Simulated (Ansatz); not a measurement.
Runs of Ansatz 0.2.0 on S. The structure is trigonal, space group R-3 (No. 148). Conventional cell: a = 10.818 Å, b = 10.818 Å, c = 4.280 Å, α = 90.00°, β = 90.00°, γ = 120.00°. Around S (site symmetry 1) lie 2 S at 2.06 Å. This isn't the form of S at room conditions, which is orthorhombic, of S8 rings.

| level | gap on the mesh (eV) | pressure (GPa) | relaxed volume (Å³/atom) |
| --- | --- | --- | --- |
| PBEsol+D3(BJ)-ATM | 1.76 | 0.0 | 20.08 |
| PBEsol+D4 | 1.79 | 0.0 | (b) |
| PBEsol | (a) | 0.0 | 22.87 |
| PBEsol+D3(BJ) | 1.74 | 0.0 | 19.81 |

Alike in all rows: task relaxation of cell and atoms; potentials or basis Ansatz PAW; no spin polarisation; cell relaxed; k mesh 7 × 7 × 7; cutoff (eV) 420; smearing fermi-dirac 0.05 eV.

Fill in the values left out.

(a) 2.04; (b) 20.41.

Caveats: odd divisions of the mesh miss points on the zone boundary, where band edges often lie, so the gap on the mesh can be too wide; the plane-wave basis is chosen anew once the cell has moved, so the energies of steps on either side of that aren't comparable; the PAW data sets come from PBE, with cores solved anew for the run's functional, which leaves a small shift of forces and pressure; the volume moved by over 15 % at a fixed basis, so the end points are rough (some runs).

A k mesh can miss the band edges.
